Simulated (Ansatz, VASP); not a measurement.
Li2O in VASP and in Ansatz

Contents of POSCAR:

```
Li2O
1.0
    0.0000000000      2.3050000000      2.3050000000
    2.3050000000      0.0000000000      2.3050000000
    2.3050000000      2.3050000000      0.0000000000
Li O
2 1
Direct
    0.2500000000      0.2500000000      0.2500000000
    0.7500000000      0.7500000000      0.7500000000
    0.0000000000      0.0000000000      0.0000000000
```

Contents of INCAR.step1:

```
PREC = Accurate ; ENCUT = 600
ISMEAR = 0 ; SIGMA = 0.02
LREAL = False ; LASPH = True
NELM = 100 ; GGA = PE
ALGO = Normal ; EDIFF = 1E-4
LWAVE = True ; LCHARG = False
```

INCAR.step2

```
PREC = Accurate ; ENCUT = 600
EDIFF = 1E-7 ; ISMEAR = 0
SIGMA = 0.02 ; LREAL = False
LASPH = True ; NELM = 100
ALGO = Normal ; ISIF = 3
LWAVE = False ; LCHARG = False
METAGGA = R2SCAN ; LMIXTAU = True
IBRION = 2 ; NSW = 80
EDIFFG = -0.005 ; ISTART = 1
```

File KPOINTS:

```
Automatic mesh
0
Gamma
  8 8 8
```

Input for Ansatz:

```yaml
crystal:
  lattice:
    - [0.0, 2.305, 2.305]
    - [2.305, 0.0, 2.305]
    - [2.305, 2.305, 0.0]
  atoms:
    - { symbol: Li, position: [0.25, 0.25, 0.25] }
    - { symbol: Li, position: [0.75, 0.75, 0.75] }
    - { symbol: O, position: [0.0, 0.0, 0.0] }
scf:
  occupations: { method: gaussian, width: 0.02 }
output:
  forces: true
  stress: true
  eigenvalues: true
hamiltonian:
  xc: r2scan
kpoints:
  mp_grid: { grid: [8, 8, 8] }
relax:
  f_tol: 0.005
  cell: { stress_tol: 0.02 }
```

Alike in both runs: task relaxation of cell and atoms; functional r2SCAN; k mesh 8 × 8 × 8; occupations gaussian, width 0.02 eV; no spin polarisation.

|  | VASP | Ansatz |
| --- | --- | --- |
| version | VASP 6.6.1 | Ansatz 0.2.0 |
| potentials or method | VASP PAW PBE potentials, release 64 (Li_sv, O) | scalar-relativistic, plane waves, PAW |
| plane-wave cutoff (eV) | 600 | 500 |
| valence electrons in the cell | 12 | 12 |

|  | VASP | Ansatz | Ansatz less VASP |
| --- | --- | --- | --- |
| gap on the k mesh at the Fermi level, each at its own relaxed structure (eV) | 5.73 | 5.77 | +0.033 |
| relaxed volume (Å³/atom) | 7.95 | 7.97 | +0.018 |
| relaxed cell length with the largest relative difference (Å) | 3.231 | 3.233 | +0.0024 |
| energy change over the relaxation (meV/atom) | -1 | -1 | +0.1 |

Caveats: the cutoff is under 1.25 times the usual one of these potentials, so pressure, stress and relaxed cells hold a basis-set (Pulay) error (VASP); the PAW data sets were made with another functional, which shifts forces and pressure a little (VASP). A k mesh can miss the band edges. r2SCAN opens gaps a little over a GGA but as a rule still falls short of measured ones.
